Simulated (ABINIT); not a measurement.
# TiSi2 (Immm) in ABINIT: further runs

The runs below take TiSi2 through single point, with LDA, PBEsol.

Program: ABINIT 10.8.3 (patched build). These are calculated values, not measurements. Logs are shortened: lines on timing, memory, paths and dates and some standing lists are left out, and cuts for length are marked. The log counts tension as positive stress, the text compression.

### 1 The crystal as given

It takes space group Immm (No. 71, orthorhombic). Conventional cell: a = 2.946 Å, b = 3.424 Å, c = 8.424 Å, α = 90.00°, β = 90.00°, γ = 90.00°. Ti (site symmetry mmm) has 10 Si at 2.67 to 2.78 Å and 2 Ti at 2.95 Å as nearest neighbours. Si (site symmetry mm2) has 7 Si at 2.63 to 2.95 Å and 5 Ti at 2.67 to 2.78 Å as nearest neighbours.

The cell comes from a database or a generator and needn't be the stable form of this composition.

### 2 Single point, LDA

Input file run.abi:

```
# Pseudopotentials
pp_dirpath "./"
pseudos "Ti.upf, Si.upf"

# Structure
acell 3*1.0 Angstrom
rprim
    -1.4728720000     1.7121300000     4.2120830000
     1.4728720000    -1.7121300000     4.2120830000
     1.4728720000     1.7121300000    -4.2120830000
ntypat 2
znucl 22 14
natom 3
typat 1 2 2
xcart
     0.0000000000     0.0000000000     0.0000000000
     0.0000000000     0.0000000000     5.6448483049
     0.0000000000     0.0000000000     2.7793176951 Angstrom
chkprim 0
chksymtnons 0
tolsym 1.0e-6

# Plane-wave basis
ecut 35.0

# k points
kptopt 1
ngkpt 9 9 9
nshiftk 1
shiftk 0.0 0.0 0.0

# Exchange and correlation
ixc 7

# Bands and occupations
nband 14
occopt 3
tsmear 0.00183747

# SCF cycle
nstep 100
tolvrs 1.0e-10

# Output
iomode 3
prtwf 0
prtden 0
prteig 0
prtebands 0
```

Potentials or basis: PseudoDojo NC SR LDA v0.4.1 standard.

Launch:

```console
mpirun --bind-to none -np 4 abinit run.abi > log 2>&1
```

run.abo:

```text
.Version 10.8.3 of ABINIT
 Symmetries : space group Im m m (# 71); Bravais oI (body-center ortho.)
================================================================================
 Values of the parameters that define the memory need of the present run
     intxc =       0    ionmov =       0      iscf =       7    lmnmax =       6
     lnmax =       6     mgfft =      50  mpssoang =       3    mqgrid =    3001
     natom =       3  nloc_mem =       1    nspden =       1   nspinor =       1
    nsppol =       1      nsym =       8    n1xccc =    2501    ntypat =       2
    occopt =       3   xclevel =       1
       mpw =        2874          nfft =      125000          nkpt =         125
================================================================================
================================================================================

--------------------------------------------------------------------------------
------------- Echo of variables that govern the present computation ------------
--------------------------------------------------------------------------------
 -outvars: echo values of preprocessed input variables --------
            acell      1.8897261259E+00  1.8897261259E+00  1.8897261259E+00 Bohr
              amu      4.78800000E+01  2.80855000E+01
          chkprim           0
      chksymtnons           0
             ecut      3.50000000E+01 Hartree
                       outvar_i_n : Printing only first  50 k-points.
              ixc           7
                       outvar_i_n : Printing only first  50 k-points.
         kptrlatt        9    0    0      0    9    0      0    0    9
          kptrlen      5.00998446E+01
            natom           3
            nband          14
            ngfft          50      50      50
             nkpt         125
            nstep         100
             nsym           8
           ntypat           2
                       prtocc : prtvol=0, do not print more k-points.
           occopt           3
           prtden           0
        prtebands           0
           prteig           0
            prtwf           0
            rprim     -1.4728720000E+00  1.7121300000E+00  4.2120830000E+00
                       1.4728720000E+00 -1.7121300000E+00  4.2120830000E+00
                       1.4728720000E+00  1.7121300000E+00 -4.2120830000E+00
          spgroup          71
           tolsym      1.00000000E-06
           tolvrs      1.00000000E-10
           tsmear      1.83747000E-03 Hartree
            typat      1  2  2
                       outvars : Printing only first  50 k-points.
           xangst      0.0000000000E+00  0.0000000000E+00  0.0000000000E+00
                      -3.8082647140E-17 -3.8030440889E-17  5.6448483049E+00
                      -3.6173027586E-17 -4.3997976554E-17  2.7793176951E+00
            xcart      0.0000000000E+00  0.0000000000E+00  0.0000000000E+00
                      -7.1965773244E-17 -7.1867117727E-17  1.0667217319E+01
                      -6.8357115282E-17 -8.3144125781E-17  5.2521492606E+00
             xred      0.0000000000E+00  0.0000000000E+00  0.0000000000E+00
                       6.7007799999E-01  6.7007799999E-01 -2.3313883375E-17
                       3.2992200001E-01  3.2992200001E-01 -1.1478906979E-17
            znucl       22.00000   14.00000

================================================================================

 chkinp: Checking input parameters for consistency.

================================================================================
== DATASET  1 ==================================================================

--- !DatasetInfo
iteration_state: {dtset: 1, }
dimensions: {natom: 3, nkpt: 125, mband: 14, nsppol: 1, nspinor: 1, nspden: 1, mpw: 2874, }
cutoff_energies: {ecut:  35.0, pawecutdg:  -1.0, }
electrons: {nelect:   2.00000000E+01, charge:   0.00000000E+00, occopt:   3.00000000E+00, tsmear:   1.83747000E-03, }
meta: {optdriver: 0, ionmov: 0, optcell: 0, iscf: 7, paral_kgb: 0, }
...

 Exchange-correlation functional for the present dataset will be:
  LDA: Perdew-Wang 92 LSD fit to Ceperley-Alder data - ixc=7
  J.P.Perdew and Y.Wang, PRB 45, 13244 (1992)

 Real(R)+Recip(G) space primitive vectors, cartesian coordinates (Bohr,Bohr^-1):
 R(1)= -2.7833247  3.2354568  7.9596833  G(1)=  0.0000000  0.1545377  0.0628166
 R(2)=  2.7833247 -3.2354568  7.9596833  G(2)=  0.1796413  0.0000000  0.0628166
 R(3)=  2.7833247  3.2354568 -7.9596833  G(3)=  0.1796413  0.1545377  0.0000000
 Unit cell volume ucvol=  2.8671820E+02 bohr^3
 Angles (23,13,12)=  1.44101702E+02  1.38016520E+02  5.63996395E+01 degrees

 getcut: wavevector=  0.0000  0.0000  0.0000  ngfft=  50  50  50
         ecut(hartree)=     35.000   => boxcut(ratio)=   2.07960

--- Pseudopotential description ------------------------------------------------
- pspini: atom type   1  psp file is ./Ti.upf
12 -1012 2 -1 1568                            pspcod,pspxc,lmax,lloc,mmax
     nproj     2     2     2

- pspini: atom type   2  psp file is ./Si.upf
12 -1012 2 -1 1510                            pspcod,pspxc,lmax,lloc,mmax
     nproj     2     2     2

   5.63674225E+02                                ecore*ucvol(ha*bohr**3)
--------------------------------------------------------------------------------

================================================================================

--- !BeginCycle
iteration_state: {dtset: 1, }
solver: {iscf: 7, nstep: 100, nline: 4, wfoptalg: 0, }
tolerances: {tolvrs: 1.00E-10, }
...

     iter   Etot(hartree)      deltaE(h)  residm     vres2
 ETOT  1  -67.813798962753    -6.781E+01 1.120E-01 2.300E+02
 ETOT  2  -67.579722293528     2.341E-01 9.376E-02 3.981E+03
 ETOT  3  -67.901089651570    -3.214E-01 1.889E-02 2.553E+02
 ETOT  4  -67.923325417712    -2.224E-02 1.215E-02 1.248E+00
 ETOT  5  -67.923532049427    -2.066E-04 5.206E-03 3.155E-02
 ETOT  6  -67.923542927773    -1.088E-05 1.046E-02 1.914E-02
 ETOT  7  -67.923545162393    -2.235E-06 4.887E-03 2.349E-03
 ETOT  8  -67.923545375203    -2.128E-07 6.342E-03 1.093E-03
 ETOT  9  -67.923545465452    -9.025E-08 2.131E-03 1.424E-04
 ETOT 10  -67.923545478531    -1.308E-08 1.966E-03 8.507E-09
 ETOT 11  -67.923545478824    -2.928E-10 1.327E-03 4.221E-07
 ETOT 12  -67.923545478904    -8.015E-11 1.153E-03 7.169E-08
 ETOT 13  -67.923545478920    -1.650E-11 9.607E-04 7.436E-09
 ETOT 14  -67.923545478919     1.478E-12 1.140E-03 1.136E-11

 At SCF step   14       vres2   =  1.14E-11 < tolvrs=  1.00E-10 =>converged.

 Cartesian components of stress tensor (hartree/bohr^3)
  sigma(1 1)=  2.25065969E-04  sigma(3 2)=  0.00000000E+00
  sigma(2 2)=  2.31532893E-04  sigma(3 1)=  0.00000000E+00
  sigma(3 3)=  2.73101886E-04  sigma(2 1)=  0.00000000E+00

--- !ResultsGS
iteration_state: {dtset: 1, }
comment   : Summary of ground state results
lattice_vectors:
- [ -2.7833247,   3.2354568,   7.9596833, ]
- [  2.7833247,  -3.2354568,   7.9596833, ]
- [  2.7833247,   3.2354568,  -7.9596833, ]
lattice_lengths: [   9.03170,    9.03170,    9.03170, ]
lattice_angles: [144.102, 138.017,  56.400, ] # degrees, (23, 13, 12)
lattice_volume:   2.8671820E+02
convergence: {deltae:  1.478E-12, res2:  1.136E-11, residm:  1.140E-03, diffor: null, }
etotal    :  -6.79235455E+01
entropy   :   0.00000000E+00
fermie    :   3.49043599E-01
cartesian_stress_tensor: # hartree/bohr^3
- [  2.25065969E-04,   0.00000000E+00,   0.00000000E+00, ]
- [  0.00000000E+00,   2.31532893E-04,   0.00000000E+00, ]
- [  0.00000000E+00,   0.00000000E+00,   2.73101886E-04, ]
pressure_GPa:  -7.1562E+00
xred      :
- [  0.0000E+00,   0.0000E+00,   0.0000E+00, Ti]
- [  6.7008E-01,   6.7008E-01,  -2.3314E-17, Si]
- [  3.2992E-01,   3.2992E-01,  -1.1479E-17, Si]
cartesian_forces: # hartree/bohr
- [ -1.44560290E-19,  -0.00000000E+00,  -0.00000000E+00, ]
- [  4.55108100E-19,   4.97406744E-19,  -2.07381743E-03, ]
- [ -3.10547810E-19,  -4.97406744E-19,   2.07381743E-03, ]
force_length_stats: {min:   1.44560290E-19, max:   2.07381743E-03, mean:   1.38254495E-03, }
...

 Integrated electronic density in atomic spheres:
 ------------------------------------------------
 Atom  Sphere_radius  Integrated_density
    1        2.00000          9.59178069
    2        2.00000          1.74539151
    3        2.00000          1.74539151
================================================================================

 ----iterations are completed or convergence reached----

 Mean square residual over all n,k,spin=   46.220E-07; max=  11.404E-04
 reduced coordinates (array xred) for    3 atoms
       0.000000000000      0.000000000000      0.000000000000
       0.670077999994      0.670077999994     -0.000000000000
       0.329922000006      0.329922000006     -0.000000000000
 rms dE/dt=  1.3478E-02; max dE/dt=  1.6507E-02; dE/dt below (all hartree)
    1       0.000000000000      0.000000000000      0.000000000000
    2       0.016506929960      0.016506929960     -0.016506929960
    3      -0.016506929960     -0.016506929960      0.016506929960

 cartesian coordinates (angstrom) at end:
    1      0.00000000000000     0.00000000000000     0.00000000000000
    2     -0.00000000000000    -0.00000000000000     5.64484830490000
    3     -0.00000000000000    -0.00000000000000     2.77931769510000

 cartesian forces (hartree/bohr) at end:
    1     -0.00000000000000    -0.00000000000000    -0.00000000000000
    2      0.00000000000000     0.00000000000000    -0.00207381743210
    3     -0.00000000000000    -0.00000000000000     0.00207381743210
 frms,max,avg= 9.7760691E-04 2.0738174E-03   0.000E+00  0.000E+00  0.000E+00 h/b

 cartesian forces (eV/Angstrom) at end:
    1     -0.00000000000000    -0.00000000000000    -0.00000000000000
    2      0.00000000000000     0.00000000000000    -0.10663997999934
    3     -0.00000000000000    -0.00000000000000     0.10663997999934
 frms,max,avg= 5.0270569E-02 1.0663998E-01   0.000E+00  0.000E+00  0.000E+00 e/A
 length scales=  1.889726125908  1.889726125908  1.889726125908 bohr
              =  1.000000000000  1.000000000000  1.000000000000 angstroms
 Fermi (or HOMO) energy (hartree) =   0.34904   Average Vxc (hartree)=  -0.43145
 Eigenvalues (hartree) for nkpt= 125  k points:
 kpt#   1, nband= 14, wtk=  0.00137, kpt=  0.0000  0.0000  0.0000 (reduced coord)
  -1.69701   -0.83890   -0.83794   -0.82884   -0.11037    0.17644    0.19745    0.27056
   0.32618    0.37606    0.42496    0.43634    0.46504    0.48764
      occupation numbers for kpt#   1
   2.00000    2.00000    2.00000    2.00000    2.00000    2.00000    2.00000    2.00000
   1.99999    0.00000    0.00000    0.00000    0.00000    0.00000
 prteigrs : prtvol=0 or 1, do not print more k-points.

--- !EnergyTerms
iteration_state     : {dtset: 1, }
comment             : Components of total free energy in Hartree
kinetic             :  2.67909543604025E+01
hartree             :  1.62914989398094E+01
xc                  : -1.18614356145910E+01
Ewald energy        : -4.87753052543702E+01
psp_core            :  1.96595204214228E+00
local_psp           : -5.38916006386562E+01
non_local_psp       :  1.55677539575447E+00
internal            : -6.79231607695088E+01
'-kT*entropy'       : -3.84709410244085E-04
total_energy        : -6.79235454789190E+01
total_energy_eV     : -1.84829383122332E+03
band_energy         : -6.06009540839867E+00
...

 Cartesian components of stress tensor (hartree/bohr^3)
  sigma(1 1)=  2.25065969E-04  sigma(3 2)=  0.00000000E+00
  sigma(2 2)=  2.31532893E-04  sigma(3 1)=  0.00000000E+00
  sigma(3 3)=  2.73101886E-04  sigma(2 1)=  0.00000000E+00

-Cartesian components of stress tensor (GPa)         [Pressure= -7.1562E+00 GPa]
- sigma(1 1)=  6.62166942E+00  sigma(3 2)=  0.00000000E+00
- sigma(2 2)=  6.81193290E+00  sigma(3 1)=  0.00000000E+00
- sigma(3 3)=  8.03493490E+00  sigma(2 1)=  0.00000000E+00

== END DATASET(S) ==============================================================
================================================================================

 -outvars: echo values of variables after computation  --------
            acell      1.8897261259E+00  1.8897261259E+00  1.8897261259E+00 Bohr
           etotal     -6.7923545479E+01
            fcart     -1.4456028966E-19 -0.0000000000E+00 -0.0000000000E+00
                       4.5510810013E-19  4.9740674362E-19 -2.0738174321E-03
                      -3.1054781047E-19 -4.9740674362E-19  2.0738174321E-03
            rprim     -1.4728720000E+00  1.7121300000E+00  4.2120830000E+00
                       1.4728720000E+00 -1.7121300000E+00  4.2120830000E+00
                       1.4728720000E+00  1.7121300000E+00 -4.2120830000E+00
           strten      2.2506596896E-04  2.3153289331E-04  2.7310188644E-04
                       0.0000000000E+00  0.0000000000E+00  0.0000000000E+00
           xangst      0.0000000000E+00  0.0000000000E+00  0.0000000000E+00
                      -3.8082647140E-17 -3.8030440889E-17  5.6448483049E+00
                      -3.6173027586E-17 -4.3997976554E-17  2.7793176951E+00
             xred      0.0000000000E+00  0.0000000000E+00  0.0000000000E+00
                       6.7007799999E-01  6.7007799999E-01 -2.3313883375E-17
                       3.2992200001E-01  3.2992200001E-01 -1.1478906979E-17
 Calculation completed.
```

It took 96 s on 4 MPI ranks of Arm Neoverse V1, shared host; peak memory 0.36 GiB.

What came out:

```
Free energy                                           : -1848.2938 eV
Largest force                                         : 0.107 eV/Å
Band gap on the k mesh                                : none (metal or under the smearing width)
Valence electrons inside the program's atomic spheres : Ti 9.59; Si 1.75
```

Forces on the atoms (eV/Å):
```
Ti   0.000  0.000  0.000
Si   0.000  0.000 -0.107
Si   0.000  0.000  0.107
```

Levels at points of the mesh, in eV from the Fermi level:
```tsv
k point	band 8	band 9	band 10	band 11	band 12	band 13
(0.00, 0.00, 0.00)	-2.14	-0.62	0.74	2.07	2.38	3.16
```

Caveat: the cutoff is too short for stress, so the log's stress isn't used.

(Continued in part 2 of 2.)
